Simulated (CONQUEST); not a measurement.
**Mg: equation of state with PBE**

Crystal: Mg.

```xyz
2
Lattice="3.3588 0.0000 0.0000 0.0000 3.6720 0.0000 0.0000 0.0000 3.6720" Properties=species:S:1:pos:R:3 pbc="T T T"
Mg    0.0000    0.0000    0.0000
Mg    1.6794    1.8360    1.8360
```

This isn't the form of Mg at room conditions, which is hcp.

```json
{
 "Program": "CONQUEST 1.3",
 "Task": "equation of state",
 "Functional": "PBE",
 "Potentials or basis": "PseudoDojo NC PBE, DZP, grid of 32 × 36 × 36 points",
 "k mesh": "8 × 7 × 7",
 "Occupations": "fermi-dirac, width 0.05 eV",
 "Spin": "no spin polarisation"
}
```

The equilibrium volume is 22.89 Å³/atom. The bulk modulus at fixed shape and positions is 39 GPa. The pressure derivative of the bulk modulus is 3.0 (rough: it moves with the points fitted).

Energy against volume, from the lowest point:
```tsv
volume (Å³/atom)	energy (meV/atom)
21.286	14.76
21.738	7.35
22.191	2.29
22.644	0.03
23.097	0.00
23.550	1.88
24.003	5.91
```

All runs of the series together: 2 min on 1 thread of Intel(R) Xeon(R) Platinum 8488C (Sapphire Rapids), with other jobs on the host.

Caveat: the DZP basis gives volumes some 2 % larger than converged bases do, and moduli off by several per cent; the cell was scaled at fixed shape and fractional positions, which overstates the stiffness of a crystal with free parameters, most of all of layers and chains; the basis of atomic orbitals isn't converged, which shifts pressures, moduli and gaps.
